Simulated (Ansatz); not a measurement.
## An O vacancy in rocksalt CdO, 63 atoms, charge +2

All numbers come from Ansatz (PAW, plane waves, no spin–orbit coupling) at the single k point (¼, ¼, ¼) without its symmetry partners. The atoms were relaxed with PBEsol in a fixed cell; other functionals are single points on those atoms unless said otherwise. The valence top and gap of the host come from its small cell on a dense mesh, with the band extrema sought between the mesh points, lined up by the mean potential, PBEsol gap 0.00 eV, HSE06 gap 0.92 eV. The charge correction uses an assumed dielectric constant of 21.

Relaxed structure:

```cif
data_structure
_symmetry_space_group_name_H-M 'P 1'
_symmetry_Int_Tables_number 1
_cell_length_a 9.3811
_cell_length_b 9.3811
_cell_length_c 9.3811
_cell_angle_alpha 90.000
_cell_angle_beta 90.000
_cell_angle_gamma 90.000
_cell_volume 825.60
loop_
_atom_site_label
_atom_site_type_symbol
_atom_site_fract_x
_atom_site_fract_y
_atom_site_fract_z
_atom_site_occupancy
O1 O 0.24949 0.00037 0.99994 1
O2 O 0.24954 0.00041 0.49983 1
O3 O 0.24948 0.50045 0.99983 1
O4 O 0.74947 0.00038 0.99989 1
O5 O 0.74940 0.00042 0.49984 1
O6 O 0.74944 0.50041 0.99992 1
O7 O 0.74945 0.50037 0.49982 1
O8 O 0.00114 0.25197 0.99978 1
O9 O 0.00562 0.25656 0.49984 1
O10 O 0.00122 0.74875 0.99986 1
O11 O 0.00550 0.74439 0.49987 1
O12 O 0.49775 0.25218 0.99985 1
O13 O 0.49346 0.25641 0.49985 1
O14 O 0.49785 0.74877 0.99994 1
O15 O 0.49338 0.74430 0.49992 1
O16 O 0.00113 0.00033 0.25146 1
O17 O 0.00111 0.00041 0.74820 1
O18 O 0.00556 0.50038 0.25600 1
O19 O 0.00554 0.50042 0.74380 1
O20 O 0.49773 0.00039 0.25143 1
O21 O 0.49793 0.00051 0.74838 1
O22 O 0.49343 0.50045 0.25605 1
O23 O 0.49328 0.50047 0.74361 1
O24 O 0.24946 0.25674 0.25615 1
O25 O 0.24947 0.25644 0.74376 1
O26 O 0.24945 0.74418 0.25610 1
O27 O 0.24950 0.74430 0.74360 1
O28 O 0.74939 0.25193 0.25139 1
O29 O 0.74949 0.25211 0.74825 1
O30 O 0.74949 0.74877 0.25153 1
O31 O 0.74958 0.74881 0.74830 1
Cd1 Cd 0.99883 0.00041 0.99989 1
Cd2 Cd 0.99853 0.00033 0.49983 1
Cd3 Cd 0.99852 0.50038 0.99982 1
Cd4 Cd 0.99098 0.50051 0.49994 1
Cd5 Cd 0.50013 0.00041 0.99984 1
Cd6 Cd 0.50039 0.00049 0.49990 1
Cd7 Cd 0.50039 0.50045 0.99991 1
Cd8 Cd 0.50786 0.50031 0.49981 1
Cd9 Cd 0.24945 0.24948 0.99979 1
Cd10 Cd 0.24955 0.24196 0.50000 1
Cd11 Cd 0.24954 0.75133 0.99995 1
Cd12 Cd 0.24940 0.75885 0.49982 1
Cd13 Cd 0.74951 0.24975 0.99987 1
Cd14 Cd 0.74943 0.24947 0.49983 1
Cd15 Cd 0.74947 0.75104 0.99987 1
Cd16 Cd 0.74951 0.75132 0.49990 1
Cd17 Cd 0.24945 0.00037 0.24898 1
Cd18 Cd 0.24951 0.00046 0.75080 1
Cd19 Cd 0.24954 0.50047 0.24139 1
Cd20 Cd 0.24938 0.50034 0.75828 1
Cd21 Cd 0.74948 0.00041 0.24922 1
Cd22 Cd 0.74946 0.00039 0.75052 1
Cd23 Cd 0.74938 0.50036 0.24896 1
Cd24 Cd 0.74952 0.50045 0.75079 1
Cd25 Cd 0.99935 0.25029 0.24972 1
Cd26 Cd 0.99926 0.25019 0.74999 1
Cd27 Cd 0.99928 0.75052 0.24966 1
Cd28 Cd 0.99934 0.75063 0.75007 1
Cd29 Cd 0.49963 0.25023 0.24965 1
Cd30 Cd 0.49971 0.25029 0.75003 1
Cd31 Cd 0.49968 0.75062 0.24975 1
Cd32 Cd 0.49964 0.75056 0.74999 1
```

Chemical potentials μ are those of reference phases of the elements at zero temperature by the same functional (the usual solids, diamond for C, grey Sn, and the molecules H2, N2, O2, F2, Cl2, Br2 and S8).

| functional | E(defect) − E(host) − Σ nμ + q·E_VBM (eV) | monopole (eV) | alignment (eV) | formation energy at E_F = VBM (eV) | moment (μB) | wall time, shared host |
| --- | --- | --- | --- | --- | --- | --- |
| PBEsol | 1.14 | 0.41 | -0.15 | 1.40 | 0 (no spin) | 4.6 s on NVIDIA GB300 (relaxation) |
| HSE06 | -0.52 | 0.41 | -0.11 | -0.22 | 0 (no spin) | 31 s on NVIDIA GB300 |

How does the monopole term follow by hand for this cubic cell?

q²·α·e²/(4πε₀)/(2εL) with the Madelung constant α = 2.837 and e²/4πε₀ = 14.40 eV·Å: 4 × 2.837 × 14.40 / (2 × 21 × 9.381) = 0.41 eV.

HSE06 one-electron levels near the gap (the ten most localised at most), from the host's valence top, not corrected for the charge's images:

```tsv
level (eV)	spin	filling	atoms sharing it	element of the atom with most weight
-0.29	both	2.00	29.8	spread
-0.29	both	2.00	29.9	spread
-0.20	both	2.00	36.8	spread
-0.19	both	2.00	31.6	spread
-0.19	both	2.00	31.7	spread
```

All elements are taken at their own reference at once; growth conditions in equilibrium with the host shift these energies, by up to the host's formation enthalpy.

One k point and a cell of this size can leave errors of several tenths of an eV in such numbers.
